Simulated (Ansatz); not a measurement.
An added O started as a split pair with an O atom in rocksalt SrO, 65 atoms, charge −1

All numbers come from Ansatz (PAW, plane waves, no spin–orbit coupling) at the single k point (¼, ¼, ¼) without its symmetry partners. The atoms were relaxed with PBEsol in a fixed cell; other functionals are single points on those atoms unless said otherwise. The valence top and gap of the host come from its small cell on a dense mesh, with the band extrema sought between the mesh points, lined up by the mean potential, PBEsol gap 3.20 eV, HSE06 gap 4.79 eV. The charge correction uses an assumed dielectric constant of 14.5.

Cell: a = 10.245 Å, b = 10.245 Å, c = 10.245 Å, α = 90.00°, β = 90.00°, γ = 90.00°.

Nearest atoms after relaxation, from the placed atom (for vacancies from the middle of the vacant sites): O at 2.13 Å, Sr at 2.41 Å, Sr at 2.41 Å, Sr at 2.41 Å, Sr at 2.85 Å, Sr at 2.85 Å, Sr at 2.86 Å, O at 3.37 Å.

Chemical potentials μ are those of reference phases of the elements at zero temperature by the same functional (the usual solids, diamond for C, grey Sn, and the molecules H2, N2, O2, F2, Cl2, Br2 and S8).

```tsv
functional	E(defect) − E(host) − Σ nμ + q·E_VBM (eV)	monopole (eV)	alignment (eV)	formation energy at E_F = VBM (eV)	moment (μB)	wall time, shared host
PBEsol	2.95	0.14	0.02	3.11	1.0	20 s on NVIDIA GB300 (relaxation)
```

Problem. Estimate the formation energy and moment that HSE06 gives on these atoms.

Solution. 4.55 eV at E_F = VBM (4.39 eV before the monopole term 0.14 eV and the alignment 0.02 eV), moment 1.0 μB.

Problem. How does the monopole term follow by hand for this cubic cell?

Solution. q²·α·e²/(4πε₀)/(2εL) with the Madelung constant α = 2.837 and e²/4πε₀ = 14.40 eV·Å: 1 × 2.837 × 14.40 / (2 × 14.5 × 10.245) = 0.14 eV.

HSE06 one-electron levels near the gap (the ten most localised at most), from the host's valence top, not corrected for the charge's images:

```tsv
level (eV)	spin	filling	atoms sharing it	element of the atom with most weight
-0.14	up	1.00	8.1	O
-0.14	up	1.00	8.2	O
-0.11	up	1.00	8.5	O
-0.11	up	1.00	8.6	O
0.33	up	1.00	5.2	O
0.34	up	1.00	5.3	O
0.38	up	1.00	5.2	O
0.53	down	1.00	4.7	O
0.54	down	1.00	4.7	O
3.82	down	0.00	3.0	O
```

All elements are taken at their own reference at once; growth conditions in equilibrium with the host shift these energies, by up to the host's formation enthalpy.

One k point and a cell of this size can leave errors of several tenths of an eV in such numbers.
